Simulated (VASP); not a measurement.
These are HSE06 screened hybrid, VASP's PBE PAW potentials (set 64) (plane waves; VASP) values and carry that method's errors.

A VASP calculation is set up with these files.

### INCAR
```
SYSTEM = GeTe
PREC = Accurate; ENCUT = 300; LREAL = .FALSE.
LASPH = .TRUE.; ISYM = 3
EDIFF = 1E-6; NELM = 100; ALGO = Normal
LMAXMIX = 4
ISMEAR = -1; SIGMA = 0.01
GGA = PE; LHFCALC = .TRUE.; AEXX = 0.25
HFSCREEN = 0.2; PRECFOCK = Fast
ISIF = 2
LWAVE = .FALSE.; LCHARG = .FALSE.
```

POSCAR:
```
GeTe
1
    2.0651720000     1.1923270000     3.6275210000
   -2.0651720000     1.1923270000     3.6275210000
    0.0000000000    -2.3846560000     3.6275210000
Ge Te
1 1
Direct
  0.9922300000   0.9922300000   0.9922300000
  0.5287770000   0.5287770000   0.5287770000
```

**KPOINTS**
```
Automatic mesh
0
Gamma
3 3 3
0.5 0.5 0.5
```

POTCAR, in this order: Ge_d Te (PBE.64 set). Program: vasp_std.

The resulting files:

### OSZICAR
```
       N       E                     dE             d eps       ncg     rms          rms(c)
DAV:   1    -0.152190971013E+04   -0.15219E+04   -0.82860E+03   174   0.210E+03
DAV:   2    -0.161227408286E+04   -0.90364E+02   -0.89663E+02   186   0.380E+02
DAV:   3    -0.162175645742E+04   -0.94824E+01   -0.94704E+01   204   0.942E+01
DAV:   4    -0.162200403203E+04   -0.24757E+00   -0.24752E+00   212   0.159E+01
DAV:   5    -0.939371759439E+01    0.16126E+04   -0.65029E+00   198   0.326E+01    0.249E+01
DAV:   6    -0.945163861703E+01   -0.57921E-01   -0.50510E-01   252   0.599E+00    0.794E+00
DAV:   7    -0.945095074380E+01    0.68787E-03   -0.27739E-02   210   0.123E+00    0.483E+00
DAV:   8    -0.944720371561E+01    0.37470E-02   -0.22786E-03   210   0.453E-01    0.291E+00
DAV:   9    -0.944577914102E+01    0.14246E-02   -0.12013E-03   198   0.221E-01    0.174E+00
DAV:  10    -0.944540303449E+01    0.37611E-03   -0.44658E-04   198   0.113E-01    0.106E+00
DAV:  11    -0.944528044411E+01    0.12259E-03   -0.84220E-05   214   0.615E-02    0.641E-01
DAV:  12    -0.944523980169E+01    0.40642E-04   -0.27522E-05   198   0.348E-02    0.394E-01
DAV:  13    -0.944522911653E+01    0.10685E-04   -0.10282E-05   198   0.205E-02    0.246E-01
DAV:  14    -0.944522706371E+01    0.20528E-05   -0.31107E-06   186   0.127E-02    0.154E-01
DAV:  15    -0.944522711479E+01   -0.51081E-07   -0.96890E-07   132   0.758E-03
   1 F= -.94452271E+01 E0= -.94452271E+01  d E =-.496836E-13
```

File OUTCAR:
```
------------------------ aborting loop because EDIFF is reached ----------------------------------------
  FORCE on cell =-STRESS in cart. coord.  units (eV):
  Direction    XX          YY          ZZ          XY          YZ          ZX
  --------------------------------------------------------------------------------------
  Total        0.8994527      0.8994528     -0.9251171      0.0000000      0.0000002      0.0000000
  in kB       26.8890752     26.8890778    -27.6563117      0.0000000      0.0000051      0.0000000
  external PRESSURE =       8.7072804 kB  Pullay stress =       0.0000000 kB
  volume of cell :       53.59
      direct lattice vectors                 reciprocal lattice vectors
     2.065172000  1.192327000  3.627521000     0.242110584  0.139782605  0.091890144
    -2.065172000  1.192327000  3.627521000    -0.242110584  0.139782605  0.091890144
     0.000000000 -2.384656000  3.627521000     0.000000000 -0.279565209  0.091890067
 POSITION                                       TOTAL-FORCE (eV/Angst)
 -----------------------------------------------------------------------------------
      0.00000     -0.00000     10.79801         0.000000      0.000000     -0.359941
      0.00000     -0.00000      5.75445         0.000000     -0.000000      0.359941
 -----------------------------------------------------------------------------------
    total drift:                                0.000029     -0.000010      0.000766
  FREE ENERGIE OF THE ION-ELECTRON SYSTEM (eV)
  ---------------------------------------------------
  free  energy   TOTEN  =        -9.4452271148 eV

  energy  without entropy=       -9.4452271148  energy(sigma->0) =       -9.44522711

  exchange ACFDT corr.  =         0.00000000  see jH, gK, PRB 81, 115126
```
(Selected blocks of OUTCAR.)

### OUTCAR
```
 val. band max:        5.7484946873   @ k =   0.5000   0.5000   0.5000

 cond. band min:       7.2151746595   @ k =   0.5000   0.5000   0.5000


 Fermi energy:         6.0159791757

 k-point     1 :       0.1667    0.1667    0.1667
  band No.  band energies     occupation
      1     -22.2317      2.00000
      2     -22.2317      2.00000
      3     -22.2052      2.00000
      4     -22.2052      2.00000
      5     -22.1933      2.00000
      6      -8.5910      2.00000
      7      -0.6626      2.00000
      8       3.9601      2.00000
      9       3.9601      2.00000
     10       4.7062      2.00000
     11       8.7458      0.00000
     12       8.9896      0.00000
     13       8.9896      0.00000
     14      12.2254      0.00000

 k-point     2 :       0.5000    0.1667    0.1667
  band No.  band energies     occupation
      1     -22.2335      2.00000
      2     -22.2297      2.00000
      3     -22.2064      2.00000
      4     -22.2059      2.00000
      5     -22.1922      2.00000
      6      -7.1642      2.00000
      7      -3.2982      2.00000
      8       1.6207      2.00000
      9       3.5835      2.00000
     10       5.2546      2.00000
     11       7.6169      0.00000
     12       7.8885      0.00000
     13      10.2935      0.00000
     14      13.4317      0.00000

 k-point     3 :      -0.1667    0.1667    0.1667
  band No.  band energies     occupation
      1     -22.2335      2.00000
      2     -22.2291      2.00000
      3     -22.2073      2.00000
      4     -22.2060      2.00000
      5     -22.1922      2.00000
      6      -7.6985      2.00000
      7      -2.2018      2.00000
      8       2.8668      2.00000
      9       2.9651      2.00000
     10       3.9221      2.00000
     11       8.3673      0.00000
     12       8.9221      0.00000
     13       9.8115      0.00000
     14      11.3572      0.00000

 k-point     4 :       0.5000    0.5000    0.1667
  band No.  band energies     occupation
...
```

At this cut-off the stress carries a Pulay error, which pulls relaxed volumes low.  Unless said otherwise, spin-orbit coupling is left out, though it shifts the bands of the heavy elements here.

The structure comes from a computed database's GeTe entry; how it stands against other phases isn't given here. The cell was not relaxed at this level. The k-mesh is coarse (spacing up to 0.62 per Å, 2π included), so the numbers may not be converged in it. The run is one of a series of settings (AEXX = 0.25, GGA = PE, HFSCREEN = 0.2, ISYM = 3, LHFCALC = .TRUE., PRECFOCK = Fast, KPOINTS 3×3×3 Γ-centred mesh shifted by (0.5, 0.5, 0.5), POTCAR Ge_d Te (PBE.64 set) against the base run), some of them coarse on purpose.
